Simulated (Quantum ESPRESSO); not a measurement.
GaSb under changes of volume

One of the cells (28.625 Å³/atom); the others are scaled copies at fixed shape and fractional positions:

```
Sb Ga
1.0
     0.00000    3.05900    3.05900
     3.05900    0.00000    3.05900
     3.05900    3.05900    0.00000
Sb Ga
1 1
Direct
  0.75000 0.75000 0.75000
  0.00000 0.00000 0.00000
```

* Program: Quantum ESPRESSO 7.5
* Functional: PBE
* Potentials or basis: SSSP 1.3 efficiency PBE
* Cutoff: 952 eV
* Density cutoff: 7619 eV
* k mesh: 8 × 8 × 8
* Occupations: fermi-dirac, width 0.05 eV
* Spin: no spin polarisation

```tsv
volume (Å³/atom)	energy over the lowest point (meV/atom)	pressure (GPa)	gap on the mesh (eV)
26.907	54.20	6.2	0.49
27.480	34.48	4.7	0.34
28.052	19.76	3.4	0.18
28.625	?	?	?
29.197	2.95	1.2	none
29.770	0.00	0.3	none
30.342	0.26	-0.6	none
```

**Question.** What does the run at 28.625 Å³/atom give?

**Answer.** Energy over the lowest point 9.44 meV/atom; pressure 2.2 GPa; gap on the mesh none.

Worked out: A Birch-Murnaghan fit of order 3 (a polynomial in V^(-2/3)) to the other rows has its minimum at 30.01 Å³/atom with B0 = V·E''(V) = 44 GPa and B' = 4.8. It gives 9.37 meV/atom at 28.625 Å³/atom, against the run's 9.44, and -dE/dV = 2.3 GPa, against 2.2.

Energies are extrapolated to zero smearing.

Caveats: spin-orbit coupling is left out, which moves the levels of the heavy elements (some runs).

A mesh can miss the band edges.

A gap of «none» marks a metal or a gap under the smearing width.
